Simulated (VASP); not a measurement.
# CNH: convergence, molecular dynamics at constant energy

CNH, molecule in box, 3 atoms in the cell. PBE, molecular dynamics; PAW potentials C, N, H (PBE set). VASP 6.6.1.

Wanted: spread of the conserved energy within 0.5 meV/atom.

Ensemble: NVE; Starting temperature (K): 300; Hydrogen mass (amu): natural.

POSCAR:
```
HCN
1.0
   10.0000000000      0.0000000000      0.0000000000
    0.0000000000     12.0000000000      0.0000000000
    0.0000000000      0.0000000000     10.0000000000
C N H
1 1 1
Direct
    0.5004600000      0.4987000000      0.5025550000
    0.5262200000      0.5891500000      0.5286350000
    0.4763800000      0.4143500000      0.4781650000
```

## Time step (fs)

| Time step (fs) | Spread of the conserved energy (meV/atom) | Time (s) |
|---|---|---|
| 3 | 19.76 | 37 |
| 2 | 5.06 | 43 |
| 1.5 | 2.40 | 43 |
| 1 | 0.94 | 50 |
| 0.75 | 0.49 | 57 |
| 0.5 | 0.21 | 102 |
| 0.25 (reference) | 0.07 | 175 |

Chosen: 0.75, the loosest value from which every tighter one stays within the tolerance.

## All choices together

| Input | Spread of the conserved energy (meV/atom) | Time (s) |
|---|---|---|
| chosen settings | 0.49 | 57 |
| reference settings throughout | 0.07 | 175 |

The tolerance is met.

## The input

INCAR:
```
GGA = PE
PREC = Normal
ENCUT = 400
EDIFF = 1E-6
NELMIN = 4
NELM = 60
ALGO = Normal
LREAL = Auto
LASPH = T
ISMEAR = 0
SIGMA = 0.05
ISYM = 0
LWAVE = F
LCHARG = F
IBRION = 0
NSW = 53
POTIM = 0.75
TEBEG = 300
MDALGO = 1
ANDERSEN_PROB = 0.0
ISIF = 0
RANDOM_SEED = 121531 0 0
NCORE = 4
```

KPOINTS:
```
k-points
0
Gamma
  1 1 1
```

Commands:
```
cat potpaw_PBE.64/C/POTCAR potpaw_PBE.64/N/POTCAR potpaw_PBE.64/H/POTCAR > POTCAR
mpirun -np 4 vasp_gam > vasp.out
```

Limits: 40 fs of 3 atoms are too short for converged averages; so short a run can't show a slow drift of the energy.

The chosen input took VASP 6.6.1 57 s on 4 cores (Intel Xeon Platinum 8488C (Sapphire Rapids)), a shared host.

## An input that fails: time step far too long

It gives no converged result.

Changes against the starting input:
```
- NSW = 80
- POTIM = 0.5
+ NSW = 20
+ POTIM = 5
```
